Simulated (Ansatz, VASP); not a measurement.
# One calculation of Hg, two programs

```
Hg
1.0
     5.11208    0.00000    0.00000
    -2.55604    4.42719    0.00000
     0.00000    0.00000    2.93991
Hg
3
Direct
  0.00000 0.00000 0.00000
  0.33333 0.66667 0.50000
  0.66667 0.33333 0.50000
```

Alike in both runs: task single point; functional PBEsol; k mesh 8 × 8 × 12; occupations fermi-dirac, width 0.1 eV; no spin polarisation.

```csv
,VASP,Ansatz
version,VASP 6.6.1,Ansatz 0.2.0
potentials or method,"VASP PAW PBE potentials, release 64 (Hg)","plane waves (420 eV) with PAW, scalar-relativistic"
plane-wave cutoff (eV),520,420
valence electrons in the cell,36,60
```

```tsv
	VASP	Ansatz	Ansatz less VASP
pressure (GPa)	4.6	4.1	-0.52
largest component of the traceless stress (GPa)	0.68	0.56	-0.128
```

The functional is the same, so the differences come from potentials, cutoffs and numerics. The two sets of potentials don't hold the same shells in valence. Ansatz warned: «pseudo_functional_mismatch».

Caveats: the PAW data sets were made with another functional, which shifts forces and pressure a little (VASP). Spin-orbit coupling is left out, which matters for the levels of Hg.
